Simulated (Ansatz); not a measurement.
# C5H11N: up Jacob's ladder to CCSD(T)

How much do the methods differ for C5H11N? The plan is to run it at one geometry with functionals of several rungs and with coupled cluster. The yardstick is the atomisation energy at the CCSD(T) limit.

Computed with Ansatz 0.2.0, Gaussian basis. Level: functionals in def2-TZVPP, the program's frozen cores in correlated methods.

The runs, in order: LDA (SPW92), PBE-D4, revPBE-D4, BLYP-D4, r2SCAN-D4, B97M-V, PBE0-D4, B3LYP-D4, r2SCANh-D4, r2SCAN0-D4, HSE06-D4, BHLYP-D4, CAM-B3LYP-D4, LC-ωPBE, ωB97X-V, ωB97M-V, B2PLYP, PBE-QIDH; CCSD(T)/def2-SVP; CCSD(T)/def2-TZVPP; MP2/def2-QZVPP; extrapolation to the limit; RPA on PBE.

## Step 1: The geometry

All runs share one geometry, relaxed beforehand with PBE0-D4 in a triple-zeta def2 set.

SMILES `C1CCNCC1`, 17 atoms, charge 0, spin multiplicity 1.

Atoms are counted from 1 here; the program's logs count them from 0.

Bond lengths: C1–C2 1.523 Å, C1–C6 1.523 Å, C1–H7 1.094 Å, C1–H8 1.098 Å, C2–C3 1.525 Å, C2–H9 1.095 Å, C2–H10 1.098 Å, C3–N4 1.453 Å, C3–H11 1.094 Å, C3–H12 1.098 Å, N4–C5 1.453 Å, N4–H13 1.014 Å, C5–C6 1.525 Å, C5–H14 1.094 Å, C5–H15 1.098 Å, C6–H16 1.095 Å, C6–H17 1.098 Å. Angles: C2–C1–C6 110.7°, C2–C1–H7 110.7°, C2–C1–H8 109.0°, C6–C1–H7 110.7°, C6–C1–H8 109.0°, H7–C1–H8 106.5°, C1–C2–C3 110.5°, C1–C2–H9 110.7°, C1–C2–H10 109.5°, C3–C2–H9 110.2°, C3–C2–H10 109.1°, H9–C2–H10 106.8°, C2–C3–N4 114.1°, C2–C3–H11 110.8°, C2–C3–H12 109.1°, N4–C3–H11 108.6°, N4–C3–H12 107.5°, H11–C3–H12 106.5° and more.

## Step 2: LDA

This LDA is Slater exchange with PW92 correlation.

Contents of in.yaml:

```yaml
crystal:
  periodic: [false, false, false]
  atoms:
    - {symbol: C, position_ang: [-0.190754, -0.176319, 1.321226]}
    - {symbol: C, position_ang: [1.169231, -0.390366, 0.669866]}
    - {symbol: C, position_ang: [1.005129, -0.783035, -0.794521]}
    - {symbol: N, position_ang: [0.186342, 0.136288, -1.566054]}
    - {symbol: C, position_ang: [-1.106007, 0.371392, -0.945257]}
    - {symbol: C, position_ang: [-1.024623, 0.809296, 0.513224]}
    - {symbol: H, position_ang: [-0.075911, 0.168407, 2.352921]}
    - {symbol: H, position_ang: [-0.719556, -1.136941, 1.370340]}
    - {symbol: H, position_ang: [1.738989, -1.157300, 1.204813]}
    - {symbol: H, position_ang: [1.753367, 0.536914, 0.729315]}
    - {symbol: H, position_ang: [1.978833, -0.876361, -1.283350]}
    - {symbol: H, position_ang: [0.531562, -1.772005, -0.849767]}
    - {symbol: H, position_ang: [0.675915, 1.017713, -1.672293]}
    - {symbol: H, position_ang: [-1.650317, 1.108156, -1.542474]}
    - {symbol: H, position_ang: [-1.676626, -0.564506, -1.007431]}
    - {symbol: H, position_ang: [-2.030387, 0.903905, 0.935677]}
    - {symbol: H, position_ang: [-0.565195, 1.804770, 0.563766]}
basis:
  gaussian: {orbitals: def2-TZVPP}
hamiltonian: {xc: lda}
output: {orbitals: {seedname: orbitals}}
```

On the command line:

```sh
$ ansatz run in.yaml --threads 2 --pin off --events-out ev --progress --plain --max-ram 22528MiB --backend cuda --devices 0, --max-vram 18GiB
```

Further steps of the session: PBE-D4 (GGA); revPBE-D4 (GGA); BLYP-D4 (GGA); r2SCAN-D4 (meta-GGA); B97M-V (meta-GGA); B3LYP-D4 (hybrid); r2SCANh-D4 (hybrid); r2SCAN0-D4 (hybrid); HSE06-D4 (hybrid); BHLYP-D4 (hybrid); CAM-B3LYP-D4 (range-separated); LC-ωPBE (range-separated); ωB97X-V (range-separated); ωB97M-V (range-separated); B2PLYP (double hybrid); PBE-QIDH (double hybrid); CCSD(T) in def2-SVP; CCSD(T) in def2-TZVPP; MP2 in def2-QZVPP; RPA on PBE orbitals.

**Question.** What will the summary of the whole plan be? Wanted: atomisation energy, CCSD(T)/CBS; farthest beyond LDA; mean size of error, GGA; mean size of error, meta-GGA; mean size of error, hybrid; mean size of error, range-separated; mean size of error, double hybrid; gap, smallest and largest; T1 diagnostic.

As calculated:

| quantity | value |
| --- | --- |
| atomisation energy, CCSD(T)/CBS | 6818.2 kJ/mol |
| functionals within 34.1 kJ/mol (0.5 %) | revPBE-D4, BLYP-D4, r2SCAN-D4, B97M-V, B3LYP-D4, r2SCANh-D4, LC-ωPBE, ωB97X-V, ωB97M-V, PBE-QIDH |
| farthest beyond LDA | PBE-D4 (+159.3 kJ/mol) |
| mean size of error, GGA | 62.1 kJ/mol |
| mean size of error, meta-GGA | 9.2 kJ/mol |
| mean size of error, hybrid | 63.2 kJ/mol |
| mean size of error, range-separated | 30.6 kJ/mol |
| mean size of error, double hybrid | 33.4 kJ/mol |
| gap, smallest and largest | 5.03 eV (BLYP-D4), 12.11 eV (LC-ωPBE) |
| T1 diagnostic | 0.0092 |
| triples share of the correlation energy | 3.9 % |

**Reading.** The LDA atomisation energy is off by 982.1 kJ/mol (14 %): it overbinds. PBE-D4 misses by +159.3 kJ/mol. Double hybrids carry the basis error of their MP2 part in triple zeta, and no dispersion term here, so their miss is partly the set-up's. The rungs meta-GGA, range-separated, double hybrid miss on average by less than the doubt on the reference (34.1 kJ/mol), so they tie. The reference freezes the cores and leaves out relativity and excitations past (T), so misses under about 34.1 kJ/mol can't be ranked. Hartree-Fock recovers 74 % of the binding; the rest is correlation. CCSD(T) in def2-SVP is off by -268.6 kJ/mol, so the small basis spoils what the method gains. The gap grows from 5.0 to 12.1 eV across the functionals, mostly with the share of exact exchange.
